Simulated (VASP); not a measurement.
Write the native input for VASP 6.6.1 that does the following.

| Property | Result |
| --- | --- |
| Task | relaxation of cell and atoms |
| Functional | PBE0 |
| Potentials or basis | VASP PAW PBE potentials, release 64 (Pb_d, Se) |
| Cutoff | 600 eV |
| k mesh | 4 × 4 × 4 |
| Occupations | fermi-dirac, width 0.05 eV |
| Spin | no spin polarisation |
| Grid for exact exchange (PRECFOCK) | Fast |
| Exchange at q = 0 | truncated |
| Further INCAR settings | ALGO = Normal; EDIFF = 1e-07; IBRION = 2; EDIFFG = -0.02; NSW = 60; ISIF = 3 |

PbSe (Clausthalite):

```
Pb Se
1.0
     0.00000    3.06065    3.06065
     3.06065    0.00000    3.06065
     3.06065    3.06065    0.00000
Pb Se
1 1
Direct
  0.00000 0.00000 0.00000
  0.50000 0.50000 0.50000
```

The input as run:

POSCAR

```
PbSe
1.0
    0.0000000000      3.0606500000      3.0606500000
    3.0606500000      0.0000000000      3.0606500000
    3.0606500000      3.0606500000      0.0000000000
Pb Se
1 1
Direct
    0.0000000000      0.0000000000      0.0000000000
    0.5000000000      0.5000000000      0.5000000000
```

INCAR.step1

```
SYSTEM = PbSe
PREC = Accurate
ENCUT = 600
EDIFF = 1E-5
ISMEAR = -1
SIGMA = 0.05
LREAL = .FALSE.
LASPH = .TRUE.
NELM = 100
ALGO = Normal
LWAVE = .TRUE.
LCHARG = .FALSE.
GGA = PE
```

INCAR.step2

```
SYSTEM = PbSe
PREC = Accurate
ENCUT = 600
EDIFF = 1E-7
ISMEAR = -1
SIGMA = 0.05
LREAL = .FALSE.
LASPH = .TRUE.
NELM = 100
ALGO = Normal
ISIF = 3
LWAVE = .FALSE.
LCHARG = .FALSE.
GGA = PE
LHFCALC = .TRUE.
AEXX = 0.25
PRECFOCK = Fast
HFRCUT = -1
IBRION = 2
NSW = 60
EDIFFG = -0.02
ISTART = 1
```

KPOINTS

```
Automatic mesh
0
G
  4 4 4
  0 0 0
```

Potentials or basis: VASP PAW PBE potentials, release 64 (Pb_d, Se).

The run is started by

```sh
$ cat potpaw_PBE.64/Pb_d/POTCAR potpaw_PBE.64/Se/POTCAR > POTCAR
$ cp INCAR.step1 INCAR
$ mpirun -np 1 vasp_std > vasp.out
$ cp INCAR.step2 INCAR
$ mpirun -np 1 vasp_std > vasp.out
```

It gave:

```
Relaxed volume                         : 29.35 Å³/atom
Relaxed cell                           : a = 4.362 Å, b = 4.362 Å, c = 4.362 Å, α = 60.00°, β = 60.00°, γ = 60.00°
Space group after relaxing (to 0.05 Å) : Fm-3m (No. 225)
Energy gained by relaxing              : 2.6 meV/atom
Ionic steps                            : 3
Pressure after relaxing                : 0.0 GPa
Band gap on the k mesh                 : 1.37 eV, direct
```

Caveat: the k mesh is coarse (spacing up to 0.44 Å⁻¹), so the values aren't converged, least of all with exact exchange; the PAW data sets were made with another functional, which shifts forces and pressure a little; spin-orbit coupling is left out, which as a rule narrows the gap of such compounds by several tenths of an eV.

Run time: 15 min on 1 thread of Intel(R) Xeon(R) Platinum 8488C (Sapphire Rapids), with other jobs on the host, peak memory 0.21 GiB.
